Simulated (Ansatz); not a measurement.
The system is FeNi3 (Awaruite).

```xyz
4
Lattice="3.5450 0.0000 0.0000 0.0000 3.5450 0.0000 0.0000 0.0000 3.5450" Properties=species:S:1:pos:R:3 pbc="T T T"
Ni    1.7725    1.7725    0.0000
Ni    1.7725    0.0000    1.7725
Ni    0.0000    1.7725    1.7725
Fe    0.0000    0.0000    0.0000
```

Base run:

| Property | Result |
| --- | --- |
| Program | Ansatz 0.2.0 |
| Functional | PBEsol |
| Potentials or basis | all-electron LAPW, scalar-relativistic |
| Cutoff | 282 eV (chosen from the basis error) |
| Basis error allowed | 0.002 eV/atom |
| k mesh | 8 × 8 × 8 |
| Occupations | fermi-dirac, width 0.05 eV |
| Spin | collinear spin, ferromagnetic start |
| Starting moments | [1.0, 1.0, 1.0, 3.0] μB |

Its results: pressure -9.4 GPa; net moment 4.88 μB per cell; site moments Ni +0.68; Fe +2.95 μB.

**Question.** The run is repeated on the same cell with these changes: functional from PBEsol to PBE. What comes out?

**Answer.** Pressure 0.1 GPa; net moment 4.90 μB per cell; site moments Ni +0.68; Fe +2.96 μB.

PBE binds less tightly than PBEsol, so the same cell stands under more pressure.
